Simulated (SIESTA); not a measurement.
The system is AlN.

```
Al N
1.0
     0.00000    2.18399    2.18399
     2.18399    0.00000    2.18399
     2.18399    2.18399    0.00000
Al N
1 1
Direct
  0.00000 0.00000 0.00000
  0.25000 0.25000 0.25000
```

Measurements of this composition are mostly on another form, of space group No. 186.

Base run:

| Item | Value |
| --- | --- |
| Program | SIESTA 5.4.2 |
| Functional | PBE |
| Potentials or basis | SG15 1.2 with PseudoDojo 0.4 standard (PBE files) |
| Basis | DZP (energy shift 0.003 Ry) |
| Grid cutoff | 800 Ry |
| Energy shift | 0.003 Ry |
| k mesh | 10 × 10 × 10 |
| Occupations | fermi-dirac, width 0.05 eV |
| Spin | no spin polarisation |

Its results: band gap on the k mesh 3.27 eV, indirect (least direct gap 4.37 eV); pressure 6.0 GPa.

Question: The run is repeated on the same cell with these changes: functional from PBE to vdW-DF-cx; potentials or basis from SG15 1.2 with PseudoDojo 0.4 standard (PBE files) to PseudoDojo 0.4 standard (PBE files). What comes out?

Answer: Band gap on the k mesh 3.21 eV, indirect (least direct gap 4.35 eV); pressure 4.7 GPa.

Caveats: the basis of atomic orbitals isn't converged, which shifts pressures, moduli and gaps; the potentials were made for another functional, which shifts forces and pressure (some runs).
